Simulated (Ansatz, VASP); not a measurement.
## GaSb in VASP and in Ansatz

INCAR

```
SYSTEM = GaSb
ALGO = Normal
EDIFF = 1E-6
ENCUT = 520
GGA_COMPAT = .False.
ISIF = 2
ISMEAR = -1
LASPH = .True.
LCHARG = .False.
LORBIT = 11
LORBMOM = .True.
LREAL = .False.
LSORBIT = .True.
LWAVE = .False.
MAGMOM = 0 0 0 0 0 0
NBANDS = 30
NELM = 150
PREC = Accurate
SIGMA = 0.05
```

Contents of KPOINTS:

```
k-points
0
Gamma
  7 7 7
  0 0 0
```

File POSCAR:

```
GaSb
1.0
   -1.5559010000      2.6750030000      2.8933130000
    1.5559010000     -2.6750030000      2.8933130000
    1.5559010000      2.6750030000     -2.8933130000
Sb Ga
1 1
Direct
    0.5000000000      0.5000000000      0.0000000000
    0.0000000000      0.0000000000      0.0000000000
```

input.yaml

```yaml
crystal:
  lattice:
    - [-1.555901, 2.675003, 2.893313]
    - [1.555901, -2.675003, 2.893313]
    - [1.555901, 2.675003, -2.893313]
  atoms:
    - { symbol: Sb, position: [0.5, 0.5, 0.0] }
    - { symbol: Ga, position: [0.0, 0.0, 0.0] }
kpoints:
  mp_grid: { grid: [7, 7, 7] }
  band_path:
    path:
      - [0.0, 0.0, 0.0]
      - [-0.322295804, 0.322295804, 0.322295804]
      - [-0.2859924563, 0.2859924563, 0.3585991517]
      - [0.0, 0.0, 0.5]
      - [0.25, 0.25, 0.25]
      - [0.0, 0.5, 0.0]
      - [0.322295804, 0.677704196, -0.322295804]
      - [0.5, 0.5, -0.5]
    npoints: 10
scf:
  occupations: { method: fermi_dirac, width: 0.05 }
hamiltonian:
  xc: lda
  pseudopotentials: { kind: all_electron, lapw: { basis_error: 0.001 } }
magnetization:
  noncollinear: true
  spin_orbit: true
output:
  forces: true
  stress: true
  eigenvalues: true
```

Alike in both runs: functional LDA; k mesh 7 × 7 × 7; occupations fermi-dirac, width 0.05 eV; non-collinear spin, spin-orbit coupling.

|  | VASP | Ansatz |
| --- | --- | --- |
| version | VASP 6.6.1 | Ansatz 0.2.0 |
| potentials or method | VASP PAW LDA potentials, release 64 (Sb, Ga_d) | all-electron LAPW, relativistic spinors |
| plane-wave cutoff (eV) | 520 | see its input |
| task | single point | band structure |

|  | VASP | Ansatz | Ansatz less VASP |
| --- | --- | --- | --- |
| gap on the k mesh at the Fermi level (eV) | none | none | - |
| pressure (GPa) | -4.5 | -4.5 | -0.07 |
| largest component of the traceless stress (GPa) | 0.74 | 0.76 | +0.012 |
| net moment per atom (μB) | 0.00 | 0.00 | 0.000 |

A gap of «none» marks a metal or a gap that the smearing closes. Ansatz ran all-electron here, so the differences hold the error of VASP's frozen core and of both bases.

Caveats: the k mesh is thin for a metal, which can move the energy by tens of meV per atom (Ansatz).
